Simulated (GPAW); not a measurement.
Runs of GPAW 26.7.0 on Pd. It takes space group Fm-3m (No. 225, cubic). Conventional cell: a = 3.893 Å, b = 3.893 Å, c = 3.893 Å, α = 90.00°, β = 90.00°, γ = 90.00°. Around Pd (site symmetry m-3m) lie 12 Pd at 2.75 Å. 

```tsv
task	level	potentials or basis	cell	k mesh	smearing	band path	band points	optimizer	fmax	max steps	gap on the mesh (eV)	pressure (GPa)	V0 of scaled cells (Å³/atom)	B0 (GPa)
band structure	PBE	GPAW PAW data sets (gpaw-data 1.2.1), pw	as given	12 × 12 × 12	fermi-dirac 0.05 eV	GXWKGLUWLK,UX	80	-	-	-	-	6.9	-	-
relaxation of cell and atoms	RPBE+D4	the program's PAW data sets (release 1.2.1) made for this functional, pw	relaxed	12 × 12 × 12	fermi-dirac 0.05 eV	-	-	LBFGS	0.05 eV/Å	60	none	0.5	-	-
single point	PBE	GPAW PAW data sets (gpaw-data 1.2.1), pw	as given	12 × 12 × 12	gaussian 0.014 eV	-	-	-	-	-	none	6.9	-	-
equation of state	SOGGA	PAW data sets generated in the run's folder for this functional, pw	as given	9 × 9 × 9	fermi-dirac 0.05 eV	-	-	-	-	-	-	-	14.54	207
equation of state	WC	PAW data sets generated in the run's folder for this functional, pw	as given	9 × 9 × 9	fermi-dirac 0.05 eV	-	-	-	-	-	-	-	14.66	(a)
```

Alike in all rows: no spin polarisation; cutoff (eV) 600.

Problem. Fill in the values left out.

Solution. (a) 203.

Caveats: later steps reuse the first step's grids (some runs); pairwise dispersion overbinds metals, which lowers pressure and volume (some runs).

A k mesh can miss the band edges, and the runs leave out spin-orbit coupling on Pd.

A gap of «none» marks a metal or a gap under the smearing width.

Not every run made on this cell is shown here.
